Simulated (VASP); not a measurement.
Set up this calculation in VASP 6.6.1, as the native input.

```yaml
Task: relaxation of cell and atoms
Functional: RPBE
Potentials_or_basis: VASP PAW PBE potentials, release 64 (Si)
Cutoff: 600 eV
k_mesh: 14 × 14 × 14
Occupations: gaussian, width 0.1 eV
Spin: no spin polarisation
Further_INCAR_settings: ALGO = Fast; EDIFF = 1e-07; IBRION = 2; EDIFFG = -0.005; NSW = 90; ISIF = 3
```

The structure of Si lies in POSCAR:

```
Si
1.0
    0.0000000000      2.7185000000      2.7185000000
    2.7185000000      0.0000000000      2.7185000000
    2.7185000000      2.7185000000      0.0000000000
Si
2
Direct
    0.5000000000      0.5000000000      0.5000000000
    0.7500000000      0.7500000000      0.7500000000
```

The input as run:

INCAR

```
PREC = Accurate
ENCUT = 600
EDIFF = 1E-7
ISMEAR = 0
SIGMA = 0.1
LREAL = False
LASPH = True
NELM = 60
ALGO = Fast
ISIF = 3
LWAVE = False
LCHARG = False
GGA = RP
IBRION = 2
NSW = 90
EDIFFG = -0.005
```

KPOINTS

```
regular mesh
0
Gamma
  14 14 14
```

Potentials or basis: VASP PAW PBE potentials, release 64 (Si).

The run is started by

```bash
$ cat potpaw_PBE.64/Si/POTCAR > POTCAR
$ mpirun -np 1 vasp_std > vasp.out
```

It gave:

| Quantity | Value |
| --- | --- |
| Relaxed volume | 20.77 Å³/atom |
| Relaxed cell | a = 3.887 Å, b = 3.887 Å, c = 3.887 Å, α = 60.00°, β = 60.00°, γ = 60.00° |
| Space group after relaxing (to 0.05 Å) | Fd-3m (No. 227) |
| Energy gained by relaxing | 6.2 meV/atom |
| Ionic steps | 3 |
| Pressure after relaxing | 0.0 GPa |
| Band gap on the k mesh | 0.70 eV, indirect (least direct gap 2.56 eV) |

Caveat: the PAW data sets were made with another functional, which shifts forces and pressure a little.

It took 53 s on 1 thread of Intel(R) Xeon(R) 6975P-C (Granite Rapids) (shared host), peak memory 0.19 GiB.
